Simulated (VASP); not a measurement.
ZnSiP2:

```
Zn P Si
1.0
    -2.68670    2.68670    5.23003
     2.68670   -2.68670    5.23003
     2.68670    2.68670   -5.23003
Zn P Si
2 4 2
Direct
  0.75000 0.25000 0.50000
  0.00000 0.00000 0.00000
  0.14230 0.62500 0.01730
  0.60770 0.12500 0.98270
  0.87500 0.85770 0.48270
  0.37500 0.39230 0.51730
  0.25000 0.75000 0.50000
  0.50000 0.50000 0.00000
```

The cell is a database's computed one.

Base run:

| Quantity | Value |
| --- | --- |
| Program | VASP 6.6.1 |
| Functional | AM05 |
| Potentials or basis | VASP PAW PBE potentials, release 64 (Zn, P, Si) |
| Cutoff | 520 eV |
| k mesh | 5 × 5 × 5 |
| Occupations | fermi-dirac, width 0.05 eV |
| Spin | no spin polarisation |

Its results: band gap on the k mesh 1.26 eV, direct.

Task: The run is repeated on the same cell with these changes: functional from AM05 to PW91. What comes out?

Result: Band gap on the k mesh 1.32 eV, direct.
